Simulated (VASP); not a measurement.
# Ag (Fm-3m) in VASP: a series of runs

One crystal, Ag, is run at these levels: r2SCAN, PBE; tasks: band structure, density of states, optical spectrum.

Everything below comes from runs of VASP 6.6.1. Logs are shortened: lines on timing, memory, paths and dates and some standing lists are left out, and cuts for length are marked.

## (1) Starting point

It takes space group Fm-3m (No. 225, cubic). Conventional cell: a = 4.052 Å, b = 4.052 Å, c = 4.052 Å, α = 90.00°, β = 90.00°, γ = 90.00°. Ag (site symmetry m-3m) has 12 Ag at 2.86 Å as nearest neighbours.

## (2) Band structure, r2SCAN

File INCAR:

```
PREC = Accurate ; ENCUT = 520
EDIFF = 1E-6 ; ISMEAR = 1
SIGMA = 0.1 ; LREAL = False
LASPH = True ; NELM = 80
ALGO = Normal ; ISIF = 2
LWAVE = False ; LCHARG = False
LMAXMIX = 4 ; METAGGA = R2SCAN
LMIXTAU = True ; KPAR = 4
```

File KPOINTS:

```
Automatic mesh
0
Gamma
  16 16 16
```

File POSCAR:

```
Ag                                      
1.0
    0.0000000000      2.0257627213      2.0257627213
    2.0257627213      0.0000000000      2.0257627213
    2.0257627213      2.0257627213      0.0000000000
  Ag            
     1
Direct
     0.0000000000000000    0.0000000000000000    0.0000000000000000
```

File KPOINTS_OPT:

```
explicit points
202
Reciprocal
 0.0000000000  0.0000000000  0.0000000000 1
 0.0555555556  0.0000000000  0.0555555556 1
 0.1111111111  0.0000000000  0.1111111111 1
 0.1666666667  0.0000000000  0.1666666667 1
 0.2222222222  0.0000000000  0.2222222222 1
 0.2777777778  0.0000000000  0.2777777778 1
[... 194 lines left out ...]
 0.4919538400  0.0080461600  0.5000000000 1
 0.5080461600 -0.0080461600  0.5000000000 1
```

Potentials or basis: VASP PAW PBE potentials, release 64 (Ag).

Command:

```
> cat potpaw_PBE.64/Ag/POTCAR > POTCAR
> mpirun -np 4 vasp_std > vasp.out
```

OUTCAR:

```text
PREC = Accurate
   ENCUT = 520
   EDIFF = 1E-6
   ISMEAR = 1
   LREAL = False
   LASPH = True
   NELM = 80
   ISIF = 2
   METAGGA = R2SCAN

 ion  position               nearest neighbor table
   1  0.000  0.000  0.000-

  LATTYP: Found a face centered cubic cell.
 ALAT       =     4.0515254426

  Lattice vectors:

 A1 = (   0.0000000000,   2.0257627213,   2.0257627213)
 A2 = (   2.0257627213,   0.0000000000,   2.0257627213)
 A3 = (   2.0257627213,   2.0257627213,   0.0000000000)

Analysis of symmetry for initial positions (statically):
=====================================================================
 Subroutine PRICEL returns:
 Original cell was already a primitive cell.

 Routine SETGRP: Setting up the symmetry group for a
 face centered cubic supercell.

 Subroutine GETGRP returns: Found 48 space group operations
 (whereof 48 operations were pure point group operations)
 out of a pool of 48 trial point group operations.

The static configuration has the point symmetry O_h .

Analysis of symmetry for dynamics (positions and initial velocities):
=====================================================================
 Subroutine PRICEL returns:
 Original cell was already a primitive cell.

 Routine SETGRP: Setting up the symmetry group for a
 face centered cubic supercell.

 Subroutine GETGRP returns: Found 48 space group operations
 (whereof 48 operations were pure point group operations)
 out of a pool of 48 trial point group operations.

The dynamic configuration has the point symmetry O_h .

 Subroutine INISYM returns: Found 48 space group operations
 (whereof 48 operations are pure point group operations),
 and found     1 'primitive' translations

----------------------------------------------------------------------------------------

                                     Primitive cell

  volume of cell :      16.6263

  direct lattice vectors                    reciprocal lattice vectors
     0.000000000  2.025762721  2.025762721    -0.246820615  0.246820615  0.246820615
     2.025762721  0.000000000  2.025762721     0.246820615 -0.246820615  0.246820615
     2.025762721  2.025762721  0.000000000     0.246820615  0.246820615 -0.246820615

  length of vectors
     2.864861115  2.864861115  2.864861115     0.427505845  0.427505845  0.427505845

  position of ions in fractional coordinates (direct lattice)
     0.000000000  0.000000000  0.000000000

  ion indices of the primitive-cell ions
[... 79 lines left out ...]
   NFREE  =      0    steps in history (QN), initial steepest desc. (CG)
   ISIF   =      2    stress and relaxation
   ISYM   =      2    0-nonsym 1-usesym 2-fastsym
   POTIM  = 0.5000    time-step for ionic-motion
   TEBEG  =    0.0;   TEEND  =   0.0 temperature during run
   PSTRESS=    0.0 pullay stress
   NELECT =      11.0000    total number of electrons
   NUPDOWN=      -1.0000    fix difference up-down
   EMIN   =  10.00;   EMAX   =-10.00  energy-range for DOS
   EFERMI =   0.00;   METHOD = LEGACY
   ISMEAR =     1;   SIGMA  =   0.10  broadening in eV -4-tet -1-fermi 0-gaus
   EFERMI_NEDOS =   21; number of points for ismear=-14 and -15
   IALGO  =     38    algorithm
   IMIX   =      4    mixing-type and parameters
     AMIX     =   0.40;   BMIX     =  1.00
     AMIX_MAG =   1.60;   BMIX_MAG =  1.00
  volume/ion in A,a.u.               =      16.63       112.20
  Fermi-wavevector in a.u.,A,eV,Ry     =   1.426507  2.695707 27.686786  2.034921
  Thomas-Fermi vector in A             =   2.546776
   LORBIT       =      0    0 simple, 1 ext, 2 COOP (PROOUT), +10 PAW based schemes
   METAGGA = R2SCAN    functional components
   LHFCALC =     F    Hartree Fock is set to
   AEXX    =    0.0000 exact exchange contribution
   IVDW    =     0    specifies the selected vdW correction
   LEPSILON=     F    determine dielectric tensor
   LRPA    =     F    only Hartree local field effects (RPA)
 non-spin polarized calculation
 Methfessel and Paxton  Order N= 1 SIGMA  =   0.10
  energy-cutoff  :      520.00
  volume of cell :       16.63
 maximum number of plane-waves:       462
 NGX is ok and might be reduce to    24
   NGX = 11   NGY = 11   NGZ = 11

 number of electron      11.0000001 magnetization

 Free energy of the ion-electron system (eV)
  ---------------------------------------------------
  ext. energy  EPLUGINS =         0.00000000
  ---------------------------------------------------
  free energy    TOTEN  =       -21.34907500 eV

  energy without entropy =      -21.34858896  energy(sigma->0) =      -21.34891299

 E-fermi :   8.7359     XC(G=0): -13.1463

 val. band max:        8.7125228505   @ k =   0.5000   0.3125   0.1250
 cond. band min:       8.7441771399   @ k =   0.5000   0.1875   0.0625
 fundamental gap:      0.0316542893
 Fermi energy:         8.7359280208

 k-point     1 :       0.0000    0.0000    0.0000
  band No.  band energies     occupation
      1       0.6287      2.00000
      2       3.5503      2.00000
      3       3.5503      2.00000
      4       3.5503      2.00000
      5       4.6444      2.00000
      6       4.6444      2.00000
      7      25.5019      0.00000
      8      29.3898      0.00000
      9      29.3898      0.00000
[... 265 lines left out ...]
 k-point    24 :      -0.0625    0.0625    0.0000
  band No.  band energies     occupation
      1       0.9668      2.00000
      2       3.4582      2.00000
      3       3.6358      2.00000
      4       3.6672      2.00000
      5       4.5594      2.00000
      6       4.6665      2.00000
      7      25.5130      0.00000
      8      27.3061      0.00000
      9      28.7728      0.00000

 [... further k-points ...]

------------------------ aborting loop because EDIFF is reached ----------------------------------------

  FORCE on cell =-STRESS in cart. coord.  units (eV):
  Direction    XX          YY          ZZ          XY          YZ          ZX
  --------------------------------------------------------------------------------------
  -------------------------------------------------------------------------------------
  Total        0.4857038      0.4857038      0.4857038      0.0000000     -0.0000000      0.0000000
  in kB       46.8043693     46.8043693     46.8043693      0.0000000     -0.0000000      0.0000000
  external PRESSURE =      46.8043693 kB  Pullay stress =       0.0000000 kB

 VOLUME and BASIS-vectors are now :
 -----------------------------------------------------------------------------
  energy-cutoff  :      520.00
  volume of cell :       16.63
      direct lattice vectors                 reciprocal lattice vectors
     0.000000000  2.025762721  2.025762721    -0.246820615  0.246820615  0.246820615
     2.025762721  0.000000000  2.025762721     0.246820615 -0.246820615  0.246820615
     2.025762721  2.025762721  0.000000000     0.246820615  0.246820615 -0.246820615

 POSITION                                       TOTAL-FORCE (eV/Angst)
 -----------------------------------------------------------------------------------
      0.00000      0.00000      0.00000         0.000000      0.000000      0.000000
 -----------------------------------------------------------------------------------
    total drift:                               -0.000000      0.000000      0.000000

  FREE ENERGIE OF THE ION-ELECTRON SYSTEM (eV)
  ---------------------------------------------------
  free  energy   TOTEN  =       -21.3490750010 eV

  energy  without entropy=      -21.3485889578  energy(sigma->0) =      -21.34891299
```

OSZICAR:

```text
N       E                     dE             d eps       ncg     rms          rms(c)
DAV:   1     0.246598499927E+02    0.24660E+02   -0.58956E+03  2658   0.115E+03
DAV:   2    -0.243875143123E+02   -0.49047E+02   -0.46716E+02  2686   0.215E+02
DAV:   3    -0.247964109887E+02   -0.40890E+00   -0.40881E+00  3033   0.241E+01
[... 19 lines left out ...]
DAV:   6     0.621641083681E+04   -0.26584E-04     3056
DAV:   7     0.621641083640E+04   -0.40813E-06     2384
       N       E                     dE             ncg
DAV:   1     0.425032623455E+05   -0.24911E+05     1074
DAV:   2     0.398462751586E+05   -0.26570E+04     1038
DAV:   3     0.398263813723E+05   -0.19894E+02     1115
DAV:   4     0.398263104388E+05   -0.70934E-01     1069
DAV:   5     0.398263094487E+05   -0.99010E-03     1125
DAV:   6     0.398263094322E+05   -0.16510E-04     1069
DAV:   7     0.398263094319E+05   -0.29397E-06      684
```

stdout:

```text
POSCAR found type information on POSCAR Ag
 POSCAR found :  1 types and       1 ions
 scaLAPACK will be used
 -----------------------------------------------------------------------------
|                                                                             |
|                                                                             |
|     You enforced a specific xc type in the INCAR file but a different       |
|     I HOPE YOU KNOW WHAT YOU ARE DOING!                                     |
|                                                                             |
 -----------------------------------------------------------------------------

 LDA part: xc-table for (None), standard interpolation
 POSCAR, INCAR and KPOINTS ok, starting setup
 FFT: planning ... GRIDC
 FFT: planning ... GRID_SOFT
 FFT: planning ... GRID
 WAVECAR not read
 entering main loop
 Start KPOINTS_OPT (optional k-point list driver)
k-point batch [1-145\202]
k-point batch [146-202\202]
```

It took 28 s on 4 MPI ranks of Intel Xeon Platinum 8259CL at 2.50GHz (Skylake/Cascade Lake), shared host; peak memory 0.16 GiB.

Results:

* Free energy: -21.3491 eV
* Pressure: 4.7 GPa
* Band gap along the path: none (metal or under the smearing width)

Levels at the corners of the path, in eV from the Fermi level:
| point | band 2 | band 3 | band 4 | band 5 | band 6 | band 7 | band 8 | band 9 |
| --- | --- | --- | --- | --- | --- | --- | --- | --- |
| Γ | -5.19 | -5.19 | -5.19 | -4.09 | -4.09 | 16.77 | 20.65 | 20.65 |
| X | -6.79 | -3.28 | -3.01 | -3.01 | 1.76 | 7.23 | 11.33 | 11.33 |
| X | -6.79 | -3.28 | -3.01 | -3.01 | 1.76 | 7.23 | 11.33 | 11.33 |
| W | -5.47 | -5.47 | -4.08 | -3.01 | 6.35 | 6.35 | 7.54 | 8.67 |
| W | -5.47 | -5.47 | -4.08 | -3.01 | 6.35 | 6.35 | 7.54 | 8.67 |
| K | -6.01 | -4.41 | -3.86 | -3.31 | 4.59 | 5.64 | 7.63 | 13.55 |
| K | -6.01 | -4.41 | -3.86 | -3.31 | 4.59 | 5.64 | 7.63 | 13.55 |
| Γ | -5.19 | -5.19 | -5.19 | -4.09 | -4.09 | 16.77 | 20.65 | 20.65 |
| Γ | -5.19 | -5.19 | -5.19 | -4.09 | -4.09 | 16.77 | 20.65 | 20.65 |
| L | -5.22 | -5.22 | -3.24 | -3.24 | -0.36 | 3.91 | 16.00 | 18.95 |
| L | -5.22 | -5.22 | -3.24 | -3.24 | -0.36 | 3.91 | 16.00 | 18.95 |
| U | -6.01 | -4.41 | -3.86 | -3.31 | 4.59 | 5.64 | 7.63 | 13.55 |
| U | -6.01 | -4.41 | -3.86 | -3.31 | 4.59 | 5.64 | 7.63 | 13.55 |
| W | -5.47 | -5.47 | -4.08 | -3.01 | 6.35 | 6.35 | 7.54 | 8.67 |
| W | -5.47 | -5.47 | -4.08 | -3.01 | 6.35 | 6.35 | 7.54 | 8.67 |
| L | -5.22 | -5.22 | -3.24 | -3.24 | -0.36 | 3.91 | 16.00 | 18.95 |
| L | -5.22 | -5.22 | -3.24 | -3.24 | -0.36 | 3.91 | 16.00 | 18.95 |
| K | -6.01 | -4.41 | -3.86 | -3.31 | 4.59 | 5.64 | 7.63 | 13.55 |
| U | -6.01 | -4.41 | -3.86 | -3.31 | 4.59 | 5.64 | 7.63 | 13.55 |
| X | -6.79 | -3.28 | -3.01 | -3.01 | 1.76 | 7.23 | 11.33 | 11.33 |

Caveat: the PAW data sets were made with another functional, which shifts forces and pressure a little.

## (3) Band structure, PBE, spin-orbit coupling, no magnetisation

File INCAR:

```
PREC = Accurate ; ENCUT = 520
EDIFF = 1E-6 ; ISMEAR = 1
SIGMA = 0.1 ; LREAL = False
LASPH = True ; NELM = 80
ALGO = Normal ; ISIF = 2
LWAVE = False ; LCHARG = False
LNONCOLLINEAR = True ; MAGMOM = 0 0 0
LORBIT = 11 ; LSORBIT = True
GGA_COMPAT = False ; LMAXMIX = 4
GGA = PE ; KPAR = 4
```

KPOINTS is that of step 2.

POSCAR is that of step 2.

KPOINTS_OPT is that of step 2.

Potentials or basis: VASP PAW PBE potentials, release 64 (Ag).

Command:

```
> cat potpaw_PBE.64/Ag/POTCAR > POTCAR
> mpirun -np 4 vasp_ncl > vasp.out
```

OUTCAR:

```text
PREC = Accurate
   ENCUT = 520
   EDIFF = 1E-6
   ISMEAR = 1
   LREAL = False
   LASPH = True
   NELM = 80
   ISIF = 2
   LNONCOLLINEAR = True
   LORBIT = 11
   LSORBIT = True
   GGA = PE

 ion  position               nearest neighbor table
   1  0.000  0.000  0.000-

  LATTYP: Found a face centered cubic cell.
 ALAT       =     4.0515254426

  Lattice vectors:

 A1 = (   0.0000000000,   2.0257627213,   2.0257627213)
 A2 = (   2.0257627213,   0.0000000000,   2.0257627213)
 A3 = (   2.0257627213,   2.0257627213,   0.0000000000)

Analysis of symmetry for initial positions (statically):
=====================================================================
 Subroutine PRICEL returns:
 Original cell was already a primitive cell.

 Routine SETGRP: Setting up the symmetry group for a
 face centered cubic supercell.

 Subroutine GETGRP returns: Found 48 space group operations
 (whereof 48 operations were pure point group operations)
 out of a pool of 48 trial point group operations.

The static configuration has the point symmetry O_h .

Analysis of symmetry for dynamics (positions and initial velocities):
=====================================================================
 Subroutine PRICEL returns:
 Original cell was already a primitive cell.

 Routine SETGRP: Setting up the symmetry group for a
 face centered cubic supercell.

 Subroutine GETGRP returns: Found 48 space group operations
 (whereof 48 operations were pure point group operations)
 out of a pool of 48 trial point group operations.

The dynamic configuration has the point symmetry O_h .

Analysis of structural, dynamic, and magnetic symmetry:
[... 168 lines left out ...]

 k-point     1 :       0.0000    0.0000    0.0000
  band No.  band energies     occupation
      1       0.8298      1.00000
      2       0.8298      1.00000
      3       3.7075      1.00000
      4       3.7075      1.00000
      5       3.7075      1.00000
      6       3.7075      1.00000
[... 481 lines left out ...]
      5       3.7824      1.00000
      6       3.7824      1.00000
[... 10 lines left out ...]
     17      27.9970      0.00000
     18      27.9970      0.00000

 [... further k-points ...]

------------------------ aborting loop because EDIFF is reached ----------------------------------------

  FORCE on cell =-STRESS in cart. coord.  units (eV):
  Direction    XX          YY          ZZ          XY          YZ          ZX
  --------------------------------------------------------------------------------------
  -------------------------------------------------------------------------------------
  Total        0.7854682      0.7854682      0.7854682     -0.0000000      0.0000000      0.0000000
  in kB       75.6908654     75.6908654     75.6908654     -0.0000000      0.0000000      0.0000000
  external PRESSURE =      75.6908654 kB  Pullay stress =       0.0000000 kB

 VOLUME and BASIS-vectors are now :
 -----------------------------------------------------------------------------
  energy-cutoff  :      520.00
  volume of cell :       16.63
      direct lattice vectors                 reciprocal lattice vectors
     0.000000000  2.025762721  2.025762721    -0.246820615  0.246820615  0.246820615
     2.025762721  0.000000000  2.025762721     0.246820615 -0.246820615  0.246820615
     2.025762721  2.025762721  0.000000000     0.246820615  0.246820615 -0.246820615

 POSITION                                       TOTAL-FORCE (eV/Angst)
 -----------------------------------------------------------------------------------
      0.00000      0.00000      0.00000        -0.000000     -0.000000     -0.000000
 -----------------------------------------------------------------------------------
    total drift:                               -0.000000      0.000000     -0.000000

  FREE ENERGIE OF THE ION-ELECTRON SYSTEM (eV)
  ---------------------------------------------------
  free  energy   TOTEN  =        -2.7193090258 eV

  energy  without entropy=       -2.7186124105  energy(sigma->0) =       -2.71907682

 Spin-Orbit-Coupling matrix elements

 Ion:    1  E_soc:     -0.0549203
 l=   1
     0.0000000    -0.0020938    -0.0020938
    -0.0020938     0.0000000    -0.0020938
    -0.0020938    -0.0020938     0.0000000
 l=   2
     0.0000000    -0.0014961     0.0000000    -0.0014961    -0.0055635
    -0.0014961     0.0000000    -0.0041726    -0.0014961    -0.0013909
     0.0000000    -0.0041726     0.0000000    -0.0041726     0.0000000
    -0.0014961    -0.0014961    -0.0041726     0.0000000    -0.0013909
    -0.0055635    -0.0013909     0.0000000    -0.0013909     0.0000000
 l=   3
     0.0000000     0.0000000     0.0000000     0.0000000     0.0000000     0.0000000     0.0000000
     0.0000000     0.0000000     0.0000000     0.0000000     0.0000000     0.0000000     0.0000000
     0.0000000     0.0000000     0.0000000     0.0000000     0.0000000     0.0000000     0.0000000
     0.0000000     0.0000000     0.0000000     0.0000000     0.0000000     0.0000000     0.0000000
     0.0000000     0.0000000     0.0000000     0.0000000     0.0000000     0.0000000     0.0000000
     0.0000000     0.0000000     0.0000000     0.0000000     0.0000000     0.0000000     0.0000000
     0.0000000     0.0000000     0.0000000     0.0000000     0.0000000     0.0000000     0.0000000

 total charge

# of ion       s       p       d       tot
------------------------------------------
    1        0.430   0.317   9.158   9.905

 magnetization (x)

# of ion       s       p       d       tot
------------------------------------------
    1       -0.000   0.000  -0.000  -0.000

 magnetization (y)

# of ion       s       p       d       tot
------------------------------------------
    1        0.000  -0.000  -0.000   0.000

 magnetization (z)

# of ion       s       p       d       tot
------------------------------------------
    1       -0.000  -0.000  -0.000  -0.000
```

Run time: 35 s. Hardware: 4 MPI ranks of Intel Xeon Platinum 8259CL at 2.50GHz (Skylake/Cascade Lake), shared host; peak memory 0.27 GiB.

Results:

| Item | Value |
| --- | --- |
| Free energy | -2.7193 eV |
| Pressure | 7.6 GPa |
| Valence electrons inside the program's atomic spheres | Ag 9.90 |

[end of part 1 of 2]
